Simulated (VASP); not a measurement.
Crystal: GaAs.

```
CELL_PARAMETERS angstrom
0.00000 2.82685 2.82685
2.82685 0.00000 2.82685
2.82685 2.82685 0.00000
ATOMIC_POSITIONS crystal
As 0.75000 0.75000 0.75000
Ga 0.00000 0.00000 0.00000
```

Program: VASP 6.6.1. Alike in all runs: task band structure; cell as given; cutoff (eV) 520; smearing fermi-dirac 0.05 eV.

**Question.** Order these runs on this cell by their pressure, lowest first.
A. level PBEsol; potentials or basis VASP PAW PBE potentials, release 64 (As, Ga_d); spin SOC, no magnetisation; k mesh 6 × 6 × 6
B. level revPBE; potentials or basis VASP PAW PBE potentials, release 64 (As, Ga_d); spin off; k mesh 8 × 8 × 8
C. level LDA; potentials or basis VASP PAW LDA potentials, release 64 (As, Ga_d); spin off; k mesh 8 × 8 × 8

**Answer.** C (-1.6 GPa), A (0.3 GPa), B (4.8 GPa).

Caveats: the PAW data sets were made with another functional, which shifts forces and pressure a little (some runs).

Runs at the PBE level aren't shown here.
